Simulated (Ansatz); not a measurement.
The cell is COD entry 9012501, as deposited and not checked against the literature; nothing was relaxed.

Se: DFT, LDA, all-electron PAW with datasets made for the crystal, scalar-relativistic (Ansatz 0.2.0).

Command: `ansatz run input.yaml --threads 1 --pin off --max-ram 4096MiB --backend cpu --events-out ev --progress --plain --runs-dir out` The run took 20 s on 1 thread of Arm Neoverse V1, with other jobs on the host, peak memory 0.4 GiB.

```yaml
crystal:
  lattice:
    - [4.3661999489, 0.0, 0.0]
    - [-2.1830999745, 3.7812400738, 0.0]
    - [0.0, 0.0, 4.9536]
  atoms:
    - { symbol: Se, position: [0.2254, 0.0, 0.3333333333] }
    - { symbol: Se, position: [0.0, 0.2254, 0.6666666667] }
    - { symbol: Se, position: [0.7746, 0.7746, 0.0] }
kpoints:
  mp_grid: { grid: [6, 6, 5] }
  band_path:
    path:
      - [0.0, 0.0, 0.0]
      - [0.5, 0.0, 0.0]
      - [0.3333333333, 0.3333333333, 0.0]
      - [0.0, 0.0, 0.0]
      - [0.0, 0.0, 0.5]
      - [0.5, 0.0, 0.5]
      - [0.3333333333, 0.3333333333, 0.5]
      - [0.0, 0.0, 0.5]
      - [0.5, 0.0, 0.5]
    npoints: 8
scf:
  occupations: { method: fermi_dirac, width: 0.03 }
hamiltonian:
  xc: lda
  pseudopotentials: { kind: all_electron, datasets: crystal }
output:
  forces: true
  stress: true
  eigenvalues: true
  efg: { contact_densities: true }
```

Output:

```
hamiltonian.pseudopotentials.datasets: crystal makes datasets for this crystal and solves the spheres of its atoms anew in each pass: cutoff 200.0 eV, the density's 1000.0 eV; for an error of 0.50 meV an atom under PBE, 1.5 meV for the cell; an energy difference from a run of another recipe may be off by several times the error for the cell, under r2SCAN by more, where some 0.1 meV an atom stays at smaller errors; Se in spheres of 1.185 Å, 6 of its electrons in bands, 10 on its site; only band paths and densities of states list, in semicore columns, the levels of the semicore shells that are solved separately: 3d of Se
Engine: ansatz 0.2.0
Pseudopotentials: kind: all_electron
Pseudopotential: Se, paw, valence charge 16, recommended cutoff 200 eV (normal), Koelling and Harmon's equation, gaussian nucleus
Functional definition: SPW92
  exchange = slater_x
  correlation = pw_c
Crystal: 3 atoms, lattice volume = 81.782 Å³
Basis set: ecut = 200 eV, 539 PW (Γ)
Bands: 13, of which v1, the nominal top of the filled ones, is band 9 counted from 1 (8 counted from 0)
Symmetry: 6 space group operations
Space group: P3121 (ITA 152), of the structure as read, at distance tolerance 4.3e-5 Å
k-points: 27 of 180 (time reversal used)
Non-local potential: Se, projectors of the file, l = 0: 1, l = 1: 2
PAW form: soft (Blöchl's): semilocal exchange-correlation on the pseudo side does not see the compensation charge
PAW one-centre angular grid: Se, 110 points (default); XC on its mesh's 1853 points in the sphere
Initial density: superposition of atomic densities (neutral atoms: chi_scale 0, normalization atom)
Initial wavefunctions: pseudopotential atomic-orbital guess
Functional: x = slater, c = lda
iter 1 solved again at ethr=1.98e-3 eV; its pass at ethr=1.00e-1 eV (dr2=3.57e-1 eV) is discarded
SCF iter   1: F=—  HF=-198119.872768 eV  |F-HF|=—  |Δ(HF+E_count)|=         —  Δρ=2.69e-2  dr2=3.71e-1  ethr=1.98e-3  ⟨swp⟩=4.4  Hψ=2129  notcnv=0
preconditioner: auto → Resta (q_TF=auto, 2.120 Å⁻¹)  ε∞=4.3  [insulator: Δε(μ)=1.337 eV  Ē_g=9.650 eV  σ=0.030 eV  W_gap=1.00  n_scr=20 (ndim 8)  ℏωp=17.4 eV  f_vac=0.000  D(μ)=0.00/eV (n_scr^D=0)  ε∞_Penn≈4.3]
SCF iter   2: F=—  HF=-198119.774332 eV  |F-HF|=—  |Δ(HF+E_count)|=   9.84e-2  Δρ=1.36e-2  dr2=9.81e-2  ethr=1.98e-3  ⟨swp⟩=2.0  Hψ=702  notcnv=0
iter 3 solved again at ethr=5.88e-6 eV; its pass at ethr=5.45e-4 eV (dr2=1.06e-3 eV) is discarded
SCF iter   3: F=—  HF=-198119.747196 eV  |F-HF|=—  |Δ(HF+E_count)|=   2.71e-2  Δρ=1.36e-3  dr2=1.11e-3  ethr=5.88e-6  ⟨swp⟩=3.5  Hψ=1879  notcnv=0  defer=7
SCF iter   4: F=—  HF=-198119.747278 eV  |F-HF|=—  |Δ(HF+E_count)|=   8.11e-5  Δρ=5.44e-4  dr2=1.96e-4  ethr=5.88e-6  ⟨swp⟩=2.1  Hψ=609  notcnv=0  defer=2
SCF iter   5: F=—  HF=-198119.747319 eV  |F-HF|=—  |Δ(HF+E_count)|=   4.10e-5  Δρ=5.54e-5  dr2=3.45e-6  ethr=1.09e-6  ⟨swp⟩=2.0  Hψ=598  notcnv=0
SCF iter   6: F=—  HF=-198119.747320 eV  |F-HF|=—  |Δ(HF+E_count)|=   1.66e-6  Δρ=1.13e-5  dr2=1.22e-7  ethr=1.92e-8  ⟨swp⟩=2.7  Hψ=618  notcnv=0
SCF iter   7: F=-198119.747320 eV  HF=-198119.747320 eV  |F-HF|=4.66e-10  |Δ(HF+E_count)|=   7.14e-8  Δρ=1.54e-6  dr2=2.51e-9  ethr=6.79e-10  ⟨swp⟩=3.0  Hψ=705  notcnv=0
SCF 1 converged in 7 iterations: F = -198119.747305 eV  dr2 = 2.51e-9
  Residual-converged pass: ⟨swp⟩=3.1  Hψ=728  notcnv=0  max |occ|·‖R‖ = 6.4e-6 eV (tolerance 6.5e-6 eV)  dr2=2.52e-9  dr2_onsite=1.48e-9  max |Δocc| = 1.4e-13
  greatest PAW one-centre occupation: 0.801 electrons in one spin orbital (limit 2), on the Se atom at site 0 (counted from 0), in its partial waves of l = 0
NSCF: frozen V_eff on 65 k-points
SCF converged after 7 iterations
Free energy (F): -198119.747305 eV
Harris-Foulkes:  -198119.747305 eV  (|F-HF|=4.66e-10)
Internal energy: -198119.747305 eV  (E = F + TS)
E sigma→0 (E₀):  -198119.747305 eV
Past the cutoff: the bands carry plane waves up to 1.75 times it, of which those up to 1.5 times it add -0.000625 eV an atom, each by itself; the spheres take 0.000133 eV an atom off the energy for waves past 1.75 times it
By the cutoff:   a pressure is off by up to 0.005 GPa (1.2 times the spheres' own share and the shells' term, over an atom's volume, and 0.004 GPa: a bound that held against runs at twice the plane waves)
Past the cutoffs: a stress includes 0.0006 GPa for waves and charges beyond them, in addition to the slope of what the spheres take
In the spheres:  the bands' charges fall short by 1.3e-7 e at most (sound up to 1e-3), those of shells solved beside the bands by 3.6e-8 e (sound up to 5e-4)
Fermi energy:    7.648769 eV
--- Per-component energies (eV) ---
  The terms above E_closure are by the made datasets' own strengths, without shells solved beside the bands.
--- Forces (eV/Å), atoms counted from 1 ---
  atom   1  Se     0.21029665     0.00000000    -0.00000000
  atom   2  Se    -0.10514832     0.18212224    -0.00000000
  atom   3  Se    -0.10514832    -0.18212224    -0.00000000
  max |Σ_I F_I| component: 1.98e-16 eV/Å
--- Stress (GPa, compression-positive) ---
       -1.706448      -0.000000       0.000000
       -0.000000      -1.706448      -0.000000
        0.000000      -0.000000      -0.407606
  P = ⅓ Tr σ = -1.2735 GPa (-12.735 kbar)
  It holds what live shells' own plane waves past their cutoff add
--- PAW observables at the nuclei: V_zz in 10²¹ V/m², potentials from the cell's mean, atoms counted from 1 ---
  atom   1  Se V_zz =   -51.399960   η = 0.3344   by run symmetry: allowed
            electrostatic potential = -4704.019499 V   contact ρ = 261715.344160 e/Å³
  atom   2  Se V_zz =   -51.399960   η = 0.3344   by run symmetry: allowed
            electrostatic potential = -4704.019499 V   contact ρ = 261715.344155 e/Å³
  atom   3  Se V_zz =   -51.399960   η = 0.3344   by run symmetry: allowed
            electrostatic potential = -4704.019499 V   contact ρ = 261715.344155 e/Å³
--- Band table (eV; the first three rows and the last of 27) ---
  k-point 0: bands = ["-8.7572", "-4.6570", "-4.6570", "3.2801", "3.2801", "3.3467", "5.0901", "5.0901", "6.7333", "8.9361", "8.9361"]
  k-point 1: bands = ["-8.5680", "-5.9614", "-3.4099", "2.8138", "3.4519", "3.5683", "5.1297", "5.4375", "6.4390", "8.6033", "8.6803"]
  k-point 2: bands = ["-8.0108", "-7.1194", "-2.5638", "2.3547", "3.6713", "3.7373", "5.3760", "5.8303", "5.9288", "8.2163", "8.3644"]
  k-point 26: bands = ["-7.5379", "-6.7782", "-3.6508", "1.4682", "1.8830", "2.5217", "5.7549", "6.5503", "6.9891", "8.4172", "9.8010"]
```
